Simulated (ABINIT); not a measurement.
Runs of ABINIT 10.8.3 (patched build) on PtS2. The structure is trigonal, space group P-3m1 (No. 164). The conventional cell has a = 3.543 Å, b = 3.543 Å, c = 5.039 Å, α = 90.00°, β = 90.00°, γ = 120.00°. Around Pt (site symmetry -3m) lie 6 S at 2.34 Å. S (site symmetry 3m) is surrounded by 3 Pt at 2.34 Å. 

```csv
potentials or basis,cutoff (eV),fine-grid cutoff,gap on the mesh (eV),pressure (GPa),largest force (eV/Å)
SG15 NC PBE v1.2,952,-,1.03,11.8,(c)
JTH PAW PBE v2.0,544,1088.46 eV,0.98,12.3,1.37
PseudoDojo NC SR PBE v0.4.1 standard,1143,-,1.01,11.4,1.24
SPMS NC PBE v1.0,599,-,(b),11.4,(a)
PseudoDojo NC SR PBE v0.5 stringent,1143,-,1.01,11.4,1.24
PseudoDojo NC SR PBE v0.5 standard,1143,-,1.01,11.4,1.24
PseudoDojo NC SR PBE v0.4 stringent,1143,-,1.01,11.4,1.24
```

Alike in all rows: task single point; level PBE; no spin polarisation; cell as given; k mesh 9 × 9 × 5; smearing fermi-dirac 0.05 eV.

**Question.** Fill in the values left out.

**Answer.** (a) 1.25; (b) 1.02; (c) 1.29.

Caveats: spin-orbit coupling is left out, which moves the levels of the heavy elements; an odd mesh through Γ misses points on the zone boundary, where band edges often lie; forces of over 1 eV/Å show positions far from the minimum, so gaps and moduli don't describe the material at rest.

A k mesh can miss the band edges, and the runs leave out spin-orbit coupling on Pt.

The runs don't all hold the same shells in valence.
